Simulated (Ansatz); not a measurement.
Relax this structure to zero stress and force, keeping its symmetry:

```yaml
crystal:
  lattice:
    - [0.00000, 2.84300, 2.84300]
    - [2.84300, 0.00000, 2.84300]
    - [2.84300, 2.84300, 0.00000]
  atoms:
    - { symbol: Ca, position: [0.00000, 0.00000, 0.00000] }
    - { symbol: S, position: [0.50000, 0.50000, 0.50000] }
```

The calculation used Ansatz 0.2.0, DFT PBE, scalar-relativistic, plane waves, PAW.

Settings: cutoff 420 eV, Γ-centred mesh 8×8×8 on the computed 2-atom cell, Gaussian smearing of 0.02 eV; no spin polarisation.

What does it relax to?

The volume increases by 0.32 Å³/atom to 23.30 Å³/atom, and the energy falls by 0.8 meV/atom. Final structure:
```cif
data_structure
_symmetry_space_group_name_H-M 'Fm-3m'
_symmetry_Int_Tables_number 225
_cell_length_a 5.7121
_cell_length_b 5.7121
_cell_length_c 5.7121
_cell_angle_alpha 90.000
_cell_angle_beta 90.000
_cell_angle_gamma 90.000
_cell_volume 186.37
loop_
_atom_site_label
_atom_site_type_symbol
_atom_site_symmetry_multiplicity
_atom_site_Wyckoff_symbol
_atom_site_fract_x
_atom_site_fract_y
_atom_site_fract_z
_atom_site_occupancy
Ca1 Ca 4 a 0.00000 0.00000 0.00000 1
S1 S 4 b 0.50000 0.00000 0.00000 1
```

Course of the relaxation (steps run on the plane waves of an earlier cell, and the basis is chosen afresh near the end, so energy and pressure can step there; trial steps that raised the energy were taken back; energies are free energies):

```tsv
step	E − E_final (meV/atom)	P (GPa)	V (Å³/atom)
1	0.8	0.80	22.98
2	0.2	-0.41	23.46
3	0.0	-0.01	23.30
4	0.0	-0.01	23.30
```